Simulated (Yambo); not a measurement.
# GaAs (F-43m) in Yambo: further runs

Runs on GaAs. Level: PBEsol. Tasks: optical spectrum.

All numbers are computed with Yambo 5.3.0; they aren't measurements. Logs are shortened: lines on timing, memory, paths and dates and some standing lists are left out, and cuts for length are marked.

**Measured values to compare with.**

“Evidence of valence band perturbations in GaAsN/GaAs(001): A combined variable-angle spectroscopic ellipsometry and modulated photoreflectance investigation”, 2008, arxiv:0805.2212 reports, for a bulk crystal of GaAs at 300 K: band gap 1.412 ± 0.01 eV (direct).

The results are compared with them further down.

## 1. The crystal as given

It takes space group F-43m (No. 216, cubic). The conventional cell has a = 5.654 Å, b = 5.654 Å, c = 5.654 Å, α = 90.00°, β = 90.00°, γ = 90.00°. Around As (site symmetry -43m) lie 4 Ga at 2.45 Å. Around Ga (site symmetry -43m) lie 4 As at 2.45 Å.

## 2. Optical spectrum, PBEsol

The input, optics0.in:

```
optics
chi
Chimod= "IP"
% BndsRnXd
 1 | 39 |
%
% LongDrXd
 0 | 1 | 0 |
%
% QpntsRXd
 1 | 1 |
%
% EnRngeXd
 0 | 15 | eV
%
% DmRngeXd
 0.3 | 0.3 | eV
%
ETStpsXd= 150
```

The input, scf.in:

```
&CONTROL
  calculation = 'scf'
  prefix = 'pwscf'
  outdir = './tmp'
  pseudo_dir = './pseudo'
/
&SYSTEM
  ibrav = 0
  nat = 2
  ntyp = 2
  ecutwfc = 84
  nbnd = 21
  occupations = 'smearing'
  smearing = 'fd'
  degauss = 0.00367493
  force_symmorphic = .true.
/
&ELECTRONS
  conv_thr = 4d-10
  electron_maxstep = 120
  mixing_beta = 0.5
/
ATOMIC_SPECIES
As    74.9216 As.upf
Ga    69.7230 Ga.upf
CELL_PARAMETERS angstrom
   0.0000000000    2.8268500000    2.8268500000
   2.8268500000    0.0000000000    2.8268500000
   2.8268500000    2.8268500000    0.0000000000
ATOMIC_POSITIONS angstrom
As     4.2402750000    4.2402750000    4.2402750000
Ga     0.0000000000    0.0000000000    0.0000000000
K_POINTS automatic
14 14 14 0 0 0
```

The input, nscf.in:

```
&CONTROL
  calculation = 'nscf'
  prefix = 'pwscf'
  outdir = './tmp'
  pseudo_dir = './pseudo'
/
&SYSTEM
  ibrav = 0
  nat = 2
  ntyp = 2
  ecutwfc = 84
  nbnd = 39
  occupations = 'fixed'
  force_symmorphic = .true.
/
&ELECTRONS
  conv_thr = 1d-08
  diago_full_acc = .true.
  diago_thr_init = 1d-06
/
ATOMIC_SPECIES
As    74.9216 As.upf
Ga    69.7230 Ga.upf
CELL_PARAMETERS angstrom
   0.0000000000    2.8268500000    2.8268500000
   2.8268500000    0.0000000000    2.8268500000
   2.8268500000    2.8268500000    0.0000000000
ATOMIC_POSITIONS angstrom
As     4.2402750000    4.2402750000    4.2402750000
Ga     0.0000000000    0.0000000000    0.0000000000
K_POINTS automatic
14 14 14 0 0 0
```

Potentials or basis: PseudoDojo 0.4.1 SR PBEsol standard.

Command:

```console
OMP_NUM_THREADS=1 pw.x -in scf.in > scf.out
OMP_NUM_THREADS=1 pw.x -in nscf.in > nscf.out
cd tmp/pwscf.save; p2y; mv SAVE ../..; cd ../..
OMP_NUM_THREADS=1 yambo
OMP_NUM_THREADS=1 yambo -F optics0.in -J optics0 -C optics0_out
```

Yambo's report:

```text
[... sections 02.01 to 02.04 as in the set-up run ...]

  [02.05] Energies & Occupations
  ==============================

  [X] === General ===
  [X] Electronic Temperature                        :  0.000000  0.000000 [eV K]
  [X] Bosonic    Temperature                        :  0.000000  0.000000 [eV K]
  [X] Finite Temperature mode                       : no
  [X] El. density                                   :  0.61975E+24 [cm-3]
  [X] Fermi Level                                   :  8.664045 [eV]

  [X] === Gaps and Widths ===
  [X] Conduction Band Min                           :  0.442392 [eV]
  [X] Valence Band Max                              :  0.000000 [eV]
  [X] Filled Bands                                  :  14
  [X] Empty Bands                                   :   15   39
  [X] Direct Gap                                    :  0.442392 [eV]
  [X] Direct Gap localized at k                     :  1
  [X] Indirect Gap                                  :  0.442392 [eV]
  [X] Indirect Gap between kpts                     :  1  1
  [X] Last valence band width                       :  3.345450 [eV]
  [X] 1st conduction band width                     :  3.726679 [eV]

 [03] Transferred momenta grid and indexing
 ==========================================

 IBZ Q-points                                      :  104
 BZ  Q-points                                      :  2744

 K/Q-points units:
 rlu = crystal or reduced units; cc = cartesian coordinates; iku = interal k-units

 Q [  1]        [rlu]:  0.000000  0.000000  0.000000
 Q [  2]        [rlu]:  0.19697E-17  0.19697E-17  0.71429E-01
 Q [  3]        [rlu]: -0.57807E-17 -0.57807E-17  0.14286
 Q [  4]        [rlu]: -0.41482E-17 -0.41482E-17  0.21429
 Q [  5]        [rlu]: -0.11561E-16 -0.11561E-16  0.28571
 Q [  6]        [rlu]:  0.60278E-17  0.60278E-17  0.35714
[... 42 lines left out ...]
 Q [ 49]        [rlu]:  0.37308E-17  0.35714      0.35714
 Q [ 50]        [rlu]:  0.78691E-17  0.35714      0.42857

 Remaining 54 points informations can be written running with -fatlog

 [04] Dipoles
 ============

  [04.01] Setup: observables and procedures
  =========================================

  [WF-Oscillators/G space/Transverse up loader] Normalization (few states)  min/max  :  0.79967E-17   1.0000

  [WR./optics0//ndb.dipoles]------------------------------------------------------
   Brillouin Zone Q/K grids (IBZ/BZ)                :   104  2744   104  2744
   RL vectors                                       :   5029 [WF]
   Fragmentation                                    : yes
   Electronic Temperature                           :  0.000000 [K]
   Bosonic    Temperature                           :  0.000000 [K]
   DIP band range                                   :    1   39
   DIP band range limits                            :  14  15
   DIP e/h energy range                             : -1.000000 -1.000000 [eV]
   RL vectors in the sum                            :   5029
   [r,Vnl] included                                 : yes
   Bands ordered                                    : yes
[... 7 lines left out ...]
  [WARNING] In case H contains other non local terms, these are neglected

 [05] Optics
 ===========

 [X-CG] R(p) Tot o/o(of R):    27426   960400      100
```

r_setup:

```text
[02] CORE Variables Setup
 =========================

  [02.01] Unit cells
  ==================

  Cell kind             :  FCC
  Atoms in the cell     :  As  Ga
  number of As atoms    :  1
  number of Ga atoms    :  1

[... 814 lines left out ...]
  =================

   [03.01.01] Sigma indexes
   ========================

   [WR./SAVE//ndb.kindx]-----------------------------------------------------------
    Fragmentation                                    : no
    Polarization last K ( bz)                        :  2744
    Polarization last K (ibz)                        :  104
    QP states                                        :    1  104
    X grid is uniform                                : yes
    Grids (string)                                   :  X S
    Grids (int-vector)                               :  1  0  0  1
```

o-optics0.eps_q1_ip:

```text
# Absorption @ Q(1):   0.00000000      1.00000000      0.00000000    [q->0 direction]
#
# [ X ] Hartree size                              :  1
# [GEN] GF Energies                               : Perdew, Burke & Ernzerhof SOL(X)+Perdew, Burke & Ernzerhof SOL(C)
# [GEN] Green`s Function                          : T-ordered
#
# [GEN] Gauge                                     : Length
# [GEN] [r,Vnl] included                          : yes
#
#    E[1] [eV]          Im(eps)            Re(eps)
#
        0.000000           3.300149           17.12527
        0.100671           3.432987           17.10835
        0.201342           3.831377           17.00012
        0.302013           4.428984           16.62518
        0.402685           4.918022           15.81766
        0.503356           4.857532           14.82969
[... 142 lines left out ...]
        14.89933           0.369418          -0.070900
        15.00000           0.365241          -0.051316
#
```

Wall time 4.7 min (1 thread of Intel Xeon Platinum 8259CL at 2.50GHz (Skylake/Cascade Lake), shared host); peak memory 0.36 GiB.

Results:

| Property | Result |
| --- | --- |
| Band gap on the k mesh, mean-field level | 0.44 eV, direct |
| Absorption peak | 4.13 eV |
| Electronic dielectric constant along the field | 17.13 |

Dielectric function (along the field direction of the input):
| energy (eV) | real part | imaginary part |
| --- | --- | --- |
| 0.30 | 16.63 | 4.43 |
| 0.60 | 14.22 | 4.32 |
| 1.01 | 15.12 | 3.43 |
| 1.41 | 15.81 | 4.74 |
| 1.71 | 17.01 | 6.58 |
| 2.11 | 15.18 | 10.67 |
| 2.52 | 12.79 | 11.47 |
| 2.92 | 11.20 | 11.97 |
| 3.22 | 11.12 | 12.66 |
| 3.62 | 10.70 | 15.04 |
| 4.03 | 6.87 | 20.05 |
| 4.43 | -1.15 | 18.40 |
| 4.73 | -4.14 | 15.28 |
| 5.13 | -4.51 | 10.61 |
| 5.54 | -3.31 | 9.14 |
| 5.94 | -4.23 | 8.74 |
| 6.24 | -5.14 | 7.18 |
| 6.64 | -4.68 | 5.01 |
| 7.05 | -3.74 | 4.04 |
| 7.45 | -3.27 | 3.51 |
| 7.75 | -3.07 | 3.19 |
| 8.15 | -2.73 | 2.59 |
| 8.56 | -2.31 | 2.41 |
| 8.96 | -2.25 | 2.09 |
| 9.26 | -2.00 | 1.85 |
| 9.66 | -1.92 | 1.62 |
| 10.07 | -1.62 | 1.30 |
| 10.47 | -1.40 | 1.25 |
| 10.77 | -1.33 | 1.11 |
| 11.17 | -1.16 | 0.93 |
| 11.58 | -0.98 | 0.80 |
| 11.98 | -0.82 | 0.72 |
| 12.28 | -0.72 | 0.66 |
| 12.68 | -0.58 | 0.59 |
| 13.09 | -0.47 | 0.55 |
| 13.49 | -0.38 | 0.50 |
| 13.79 | -0.31 | 0.48 |
| 14.19 | -0.23 | 0.43 |
| 14.60 | -0.14 | 0.39 |
| 15.00 | -0.05 | 0.37 |

Caveat: independent-particle spectra lack excitons.

## 3. Optical spectrum, PBEsol

The input, optics1.in:

```
optics
chi
Chimod= "HARTREE"
% BndsRnXd
 1 | 39 |
%
NGsBlkXd= 2 Ry
% LongDrXd
 0 | 1 | 0 |
%
% QpntsRXd
 1 | 1 |
%
% EnRngeXd
 0 | 30 | eV
%
% DmRngeXd
 0.05 | 0.05 | eV
%
ETStpsXd= 150
```

scf.in is that of step 2.

nscf.in is that of step 2.

Potentials or basis: PseudoDojo 0.4.1 SR PBEsol standard.

Command:

```console
OMP_NUM_THREADS=1 pw.x -in scf.in > scf.out
OMP_NUM_THREADS=1 pw.x -in nscf.in > nscf.out
cd tmp/pwscf.save; p2y; mv SAVE ../..; cd ../..
OMP_NUM_THREADS=1 yambo
OMP_NUM_THREADS=1 yambo -F optics1.in -J optics1 -C optics1_out
```

Yambo's report:

```text
[... sections 02.01 to 02.04 as in the set-up run ...]

  [02.05] Energies & Occupations
  ==============================

  [X] === General ===
  [X] Electronic Temperature                        :  0.000000  0.000000 [eV K]
  [X] Bosonic    Temperature                        :  0.000000  0.000000 [eV K]
  [X] Finite Temperature mode                       : no
  [X] El. density                                   :  0.61975E+24 [cm-3]
  [X] Fermi Level                                   :  8.664045 [eV]

  [X] === Gaps and Widths ===
  [X] Conduction Band Min                           :  0.442392 [eV]
  [X] Valence Band Max                              :  0.000000 [eV]
  [X] Filled Bands                                  :  14
  [X] Empty Bands                                   :   15   39
  [X] Direct Gap                                    :  0.442392 [eV]
  [X] Direct Gap localized at k                     :  1
  [X] Indirect Gap                                  :  0.442392 [eV]
  [X] Indirect Gap between kpts                     :  1  1
  [X] Last valence band width                       :  3.345450 [eV]
  [X] 1st conduction band width                     :  3.726679 [eV]

 [03] Transferred momenta grid and indexing
 ==========================================

 IBZ Q-points                                      :  104
 BZ  Q-points                                      :  2744

 K/Q-points units:
 rlu = crystal or reduced units; cc = cartesian coordinates; iku = interal k-units

 Q [  1]        [rlu]:  0.000000  0.000000  0.000000
 Q [  2]        [rlu]:  0.19697E-17  0.19697E-17  0.71429E-01
 Q [  3]        [rlu]: -0.57807E-17 -0.57807E-17  0.14286
 Q [  4]        [rlu]: -0.41482E-17 -0.41482E-17  0.21429
 Q [  5]        [rlu]: -0.11561E-16 -0.11561E-16  0.28571
 Q [  6]        [rlu]:  0.60278E-17  0.60278E-17  0.35714
[... 42 lines left out ...]
 Q [ 49]        [rlu]:  0.37308E-17  0.35714      0.35714
 Q [ 50]        [rlu]:  0.78691E-17  0.35714      0.42857

 Remaining 54 points informations can be written running with -fatlog

 [04] Dipoles
 ============

  [04.01] Setup: observables and procedures
  =========================================

  [WF-Oscillators/G space/Transverse up loader] Normalization (few states)  min/max  :  0.79967E-17   1.0000

  [WR./optics1//ndb.dipoles]------------------------------------------------------
   Brillouin Zone Q/K grids (IBZ/BZ)                :   104  2744   104  2744
   RL vectors                                       :   5029 [WF]
   Fragmentation                                    : yes
   Electronic Temperature                           :  0.000000 [K]
   Bosonic    Temperature                           :  0.000000 [K]
   DIP band range                                   :    1   39
   DIP band range limits                            :  14  15
   DIP e/h energy range                             : -1.000000 -1.000000 [eV]
   RL vectors in the sum                            :   5029
   [r,Vnl] included                                 : yes
   Bands ordered                                    : yes
   Direct v evaluation                              : no
   Approach used                                    : G-space v
   Dipoles computed                                 : R V P [G-space]
   Wavefunctions                                    : Perdew, Burke & Ernzerhof SOL(X)+Perdew, Burke & Ernzerhof SOL(C)

  [WARNING] [r,Vnl^pseudo] included in position and velocity dipoles.

  [WARNING] In case H contains other non local terms, these are neglected

 [05] Optics
 ===========

 [X-CG] R(p) Tot o/o(of R):    27426   960400      100
```

o-optics1.eps_q1_inv_rpa_dyson:

```text
# Absorption @ Q(1):   0.00000000      1.00000000      0.00000000    [q->0 direction]
#
# [ X ] Hartree size                              :  27
# [GEN] GF Energies                               : Perdew, Burke & Ernzerhof SOL(X)+Perdew, Burke & Ernzerhof SOL(C)
# [GEN] Green`s Function                          : T-ordered
#
# [GEN] Gauge                                     : Length
# [GEN] [r,Vnl] included                          : yes
#
#    E[1] [eV]          Im(eps)            Re(eps)            Im(eps_o)          Re(eps_o)
#
        0.000000           0.687177           17.62523           0.702912           18.59459
        0.201342           1.119133           18.71907           1.133759           19.68754
        0.402685           12.15324           24.19450           12.15692           25.12638
        0.604027           2.002169           9.396859           2.006698           10.45279
        0.805369           0.726803           12.78237           0.745122           13.84522
        1.006711           0.743642           14.84100           0.767368           15.93824
[... 142 lines left out ...]
        29.79866           0.127862           0.718636           0.106226           0.697881
        30.00000           0.102906           0.723206           0.085177           0.707829
#
```

Wall time 5.1 min (1 thread of Intel Xeon Platinum 8259CL at 2.50GHz (Skylake/Cascade Lake), shared host); peak memory 1.2 GiB.

What came out:

```yaml
Band_gap_on_the_k_mesh_mean-field_level: 0.44 eV, direct
Absorption_peak: 4.23 eV
Electronic_dielectric_constant_along_the_field: 17.63
Electronic_dielectric_constant_along_the_field_independent_particles: 18.59
Peak_of_the_energy-loss_function: 15.3 eV
```

Dielectric function (along the field direction of the input):
```
energy (eV)  real part  imaginary part
       0.40      24.19           12.15
       0.81      12.78            0.73
       1.21      18.70            3.14
       1.81      17.97            7.48
       2.21       8.78           11.72
       2.82      10.69           15.36
       3.22       9.99           10.82
       3.83      12.13           16.76
       4.23      -1.71           23.98
       4.83      -9.65           10.22
       5.23      -6.06            6.54
       5.84      -2.92            7.87
       6.24      -5.39            7.15
       6.85      -4.46            3.00
       7.25      -3.15            3.70
       7.85      -2.77            2.74
       8.26      -2.47            1.56
       8.86      -1.87            2.08
       9.26      -1.58            1.31
       9.87      -1.77            1.10
      10.27      -1.13            0.82
      10.87      -1.12            1.06
      11.28      -1.12            0.79
      11.88      -0.78            0.64
      12.28      -0.59            0.63
      12.89      -0.47            0.47
      13.29      -0.31            0.38
      13.89      -0.15            0.40
      14.30      -0.14            0.31
      14.90      -0.02            0.31
      15.30       0.06            0.28
      15.91       0.10            0.28
      16.31       0.21            0.29
      16.91       0.29            0.28
      17.32       0.33            0.31
      17.92       0.37            0.25
      18.32       0.40            0.26
      18.93       0.53            0.32
      19.33       0.42            0.33
      19.93       0.46            0.25
```

Energy-loss function:
| energy (eV) | loss |
| --- | --- |
| 0.0 | 0.002 |
| 1.2 | 0.009 |
| 2.6 | 0.046 |
| 3.8 | 0.039 |
| 5.2 | 0.082 |
| 6.4 | 0.090 |
| 7.9 | 0.181 |
| 9.1 | 0.203 |
| 10.5 | 0.433 |
| 11.7 | 0.593 |
| 13.1 | 1.351 |
| 14.3 | 2.669 |
| 15.7 | 2.370 |
| 16.9 | 1.735 |
| 18.3 | 1.125 |
| 19.5 | 1.294 |
| 20.9 | 0.805 |
| 22.1 | 0.514 |
| 23.6 | 0.448 |
| 24.8 | 0.294 |
| 26.2 | 0.245 |
| 27.4 | 0.254 |
| 28.8 | 0.294 |
| 30.0 | 0.193 |

Caveat: these spectra lack excitons.

[end of part 1 of 2]
